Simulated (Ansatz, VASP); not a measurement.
**HgTe in VASP and in Ansatz**

```
CELL_PARAMETERS angstrom
0.00000 3.18000 3.18000
3.18000 0.00000 3.18000
3.18000 3.18000 0.00000
ATOMIC_POSITIONS crystal
Hg 0.00000 0.00000 0.00000
Te 0.50000 0.50000 0.50000
```

Alike in both runs: task single point; functional LDA; k mesh 7 × 7 × 7; occupations fermi-dirac, width 0.05 eV; no spin polarisation.

|  | VASP | Ansatz |
| --- | --- | --- |
| version | VASP 6.6.1 | Ansatz 0.2.0 |
| potentials or method | VASP PAW LDA potentials, release 64 (Hg, Te), cutoff 520 eV | all-electron LAPW, scalar-relativistic |

```csv
,VASP,Ansatz,Ansatz less VASP
gap on the k mesh at the Fermi level (eV),none,none,-
pressure (GPa),-7.7,-7.8,-0.13
```

A gap of «none» marks a metal or a gap that the smearing closes. Ansatz ran all-electron here, so the differences hold the error of VASP's frozen core and of both bases.

Spin-orbit coupling is left out, which matters for the levels of Hg, Te.
